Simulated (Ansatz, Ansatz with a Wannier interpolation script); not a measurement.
## AlN (P6_3mc): what limits a Wannier interpolation of GW

Aim: vary the Wannier model and the GW settings for AlN (P6_3mc) and see what the interpolated bands lose.

Calculated with Ansatz 0.2.0; maximally localised Wannier functions, LDA, plane waves, PAW; PAW set soft_1.

Most raw output is cut from this account.

The database entry behind the starting cell differs from later determinations by our own check (inner coordinate u about 0.002 short), so it need not match the best structure at ambient conditions.

**1. Set-up**

Symmetry: P6_3mc, No. 186, hexagonal system. Conventional cell: a = 3.113 Å, b = 3.113 Å, c = 4.981 Å, α = 90.00°, β = 90.00°, γ = 120.00°. Al has 4 N at 1.89 Å nearest. Nearest to N lie 4 Al at 1.89 Å. Farther neighbours and most contacts between anions are not listed.

The cell and positions come from the Crystallography Open Database and are kept as given unless a step says otherwise.

**2. Wannier model on 9×9×4**

Localised functions give a small Hamiltonian that interpolates between mesh points at no cost.

The input, input.yaml:

```yaml
crystal:
  lattice:
    - [3.113, 0.0, 0.0]
    - [-1.5565, 2.69593708, 0.0]
    - [0.0, 0.0, 4.981]
  atoms:
    - { symbol: Al, position: [0.33333333, 0.66666667, 0.0] }
    - { symbol: Al, position: [0.66666667, 0.33333333, 0.5] }
    - { symbol: "N", position: [0.33333333, 0.66666667, 0.38] }
    - { symbol: "N", position: [0.66666667, 0.33333333, 0.88] }
kpoints:
  mp_grid: { grid: [9, 9, 4] }
hamiltonian:
  xc: lda
  pseudopotentials: { kind: paw, azcp: { folder: soft_1 }, xc_functional: pbe }
scf:
  occupations: { method: fixed }
  n_extra_bands: 30
output:
  wannier:
    kmesh: [9, 9, 4]
    projections:
      - { species: Al, l: s, shell: 3 }
      - { species: Al, l: p, shell: 3 }
      - { species: "N", l: p, shell: 2 }
    minimise: true
    write_hr: true
    seedname: w
    conv_tol: 1.0e-06
    max_iter: 20000
    stability_check: false
    disentanglement:
      window: [0.65, 23.6]
      frozen_window: [0.65, 14.05]
      conv_tol: 1.0e-08
```

Run with:

```console
> ansatz run input.yaml --threads 3 --pin off --max-ram 92160MiB --backend cuda --events-out ev --progress --plain --runs-dir out --devices 1 --max-vram 13GiB
```

It took 13 s on 1 × NVIDIA H100 80GB HBM3 (shared by 6 runs) with 3 threads of AMD EPYC 7R13 (Zen 3), shared host; peak memory 0.97 GiB.

Numbers from this step:

```
gauge-invariant spread     : 19.09 Å²
diagonal spread            : 0.1658 Å²
off-diagonal spread        : 3.995 Å²
total spread               : 23.25 Å²
least projectability       : 0.2013
localisation steps         : 57
disentanglement steps      : 156
r.m.s. interpolation error : 0.003068 eV
r.m.s. error near the gap  : 0.003894 eV
```

Near the gap the model misses directly solved bands by 3.9 meV r.m.s. and by 39 meV at most in the window tested. This tests the starting bands, not the corrections carried with them.

**3. A faulty Wannier input**

Edit input.yaml of step 2 so:

```diff
@@ -21,6 +21,3 @@
     kmesh: [9, 9, 4]
-    projections:
-      - { species: Al, l: s, shell: 3 }
-      - { species: Al, l: p, shell: 3 }
-      - { species: "N", l: p, shell: 2 }
+    projections: [{ species: "N", l: p, shell: 2 }]
     minimise: true
```

The job ended after 11 s (1 × NVIDIA H100 80GB HBM3 (shared by 6 runs) with 3 threads; peak memory 0.9 GiB).

The run ended with an error after its SCF cycle had converged; no result of it is taken.

The fault put into this input: trial orbitals that do not span the target bands.

**4. G0W0: 9×9×4 mesh, 192 empty bands, screening to 160 eV, PAW set soft_1 files**

G0W0 replaces the xc potential by the self-energy, built once from these orbitals. Only a window of levels is corrected, while the sums run over the empty bands that the input names.

This step: G0W0 on LDA, plane waves, PAW; PAW set soft_1.

input.yaml, the sections that differ from step 3:

```yaml
scf:
  occupations: { method: fixed }
gw:
  n_empty_bands: 192
  ecut_chi: 160.0
  qp_bands: [v6, c2]
  screening: { model: contour_deformation }
# crystal, kpoints, hamiltonian: as in step 3
# output: removed
```

The job ended after 93 s (1 × NVIDIA H100 80GB HBM3 (shared by 6 runs) with 3 threads; peak memory 1.3 GiB).

The G0W0 gap on the mesh is 5.888 eV.

**5. G0W0: 3×3×2 mesh, 192 empty bands, screening to 160 eV, PAW set soft_1 files**

Edit input.yaml of step 4 so:

```diff
@@ -11,3 +11,3 @@
 kpoints:
-  mp_grid: { grid: [9, 9, 4] }
+  mp_grid: { grid: [3, 3, 2] }
 hamiltonian:
```

It took 7.3 s on 1 × NVIDIA H100 80GB HBM3 (shared by 6 runs) with 3 threads; peak memory 1 GiB; 7.3 s of CPU time.

The G0W0 gap on the mesh is 5.802 eV.

**6. G0W0: 9×9×4 mesh, 89 empty bands, screening to 96 eV, PAW set soft_1 files**

Edit input.yaml of step 5 so:

```diff
@@ -11,3 +11,3 @@
 kpoints:
-  mp_grid: { grid: [3, 3, 2] }
+  mp_grid: { grid: [9, 9, 4] }
 hamiltonian:
@@ -18,4 +18,4 @@
 gw:
-  n_empty_bands: 192
-  ecut_chi: 160.0
+  n_empty_bands: 89
+  ecut_chi: 96
   qp_bands: [v6, c2]
```

Run time: 47 s. Hardware: 1 × NVIDIA H100 80GB HBM3 (shared by 6 runs) with 3 threads; peak memory 1.1 GiB; 77 s of CPU time.

The G0W0 gap on the mesh is 5.739 eV.

**7. G0W0: 9×9×4 mesh, 192 empty bands, screening to 160 eV, plasmon pole, PAW set soft_1 files**

Edit input.yaml of step 6 so:

```diff
@@ -18,5 +18,5 @@
 gw:
-  n_empty_bands: 89
-  ecut_chi: 96
+  n_empty_bands: 192
+  ecut_chi: 160.0
   qp_bands: [v6, c2]
-  screening: { model: contour_deformation }
+  screening: { model: godby_needs }
```

Elapsed: 2 min, on 1 × NVIDIA H100 80GB HBM3 (shared by 6 runs) with 3 threads; peak memory 3 GiB.

The G0W0 gap on the mesh is 5.821 eV.

**8. Interpolated results**

Times are wall times on 1 × NVIDIA H100 80GB HBM3 (shared by 6 runs) with 3 threads of AMD EPYC 7R13 (Zen 3), shared host, good to a factor of about two.

| GW mesh | empty bands | cutoff (eV) | frequency | gap on mesh (eV) | gap over zone (eV) | direct gap (eV) | valence width (eV) | GW time |
| --- | --- | --- | --- | --- | --- | --- | --- | --- |
| 9×9×4 | 192 | 160 | contour deformation | 5.888 | 5.888 | 5.888 | 6.259 | 93 s |
| 3×3×2 | 192 | 160 | contour deformation | 5.802 | 5.826 | 5.826 | 6.299 | 7.3 s |
| 9×9×4 | 89 | 96 | contour deformation | 5.739 | 5.739 | 5.739 | 6.434 | 47 s |
| 9×9×4 | 192 | 160 | plasmon pole | 5.821 | 5.821 | 5.821 | 6.511 | 2 min |

**9. Summary of results**

```yaml
9x9x4_mesh_192_empty_bands_screening_to_160_ev_paw_set_soft_1_files: 5.89 eV
3x3x2_mesh_192_empty_bands_screening_to_160_ev_paw_set_soft_1_files: 5.83 eV
9x9x4_mesh_89_empty_bands_screening_to_96_ev_paw_set_soft_1_files: 5.74 eV
9x9x4_mesh_192_empty_bands_screening_to_160_ev_plasmon_pole_paw_set_soft_1_files: 5.82 eV
```

The largest change, −0.15 eV in the gap over the zone, comes with 9×9×4 mesh, 89 empty bands, screening to 96 eV, PAW set soft_1 files. The first run is a reference, not a converged one, and where a row moves several settings no single cause can be named. Rows on another GW mesh add that mesh's corrections to the bands of the one model. With 3×3×2 mesh, 192 empty bands, screening to 160 eV, PAW set soft_1 files the gap over the zone moves by −0.06 eV and that on the mesh by −0.09 eV. With 9×9×4 mesh, 89 empty bands, screening to 96 eV, PAW set soft_1 files the gap over the zone moves by −0.15 eV and that on the mesh by −0.15 eV. With 9×9×4 mesh, 192 empty bands, screening to 160 eV, plasmon pole, PAW set soft_1 files the gap over the zone moves by −0.07 eV and that on the mesh by −0.07 eV. Gaps over the zone and on the mesh differ where an edge lies off the mesh, or where a GW run starts from another density: the starting gap over the zone is 4.238 eV, on the GW meshes it is 4.237 eV and 4.213 eV.

[Paths, hosts, dates, memory and timing lines, banners, echoed tables and standing remarks are left out of the program output.]

[Logs are printed without paths, hosts, clocks, repeated set-up lines and the standing remarks that a program may print on its own settings, such as how far it seeks lower states.]

[Runs of the session that timed out or met a known fault of the program may be left out.]

[Hosts, paths, dates, database ids (printed as entryN), source tags and the programs' standing remarks are cut or masked in the printed files.]
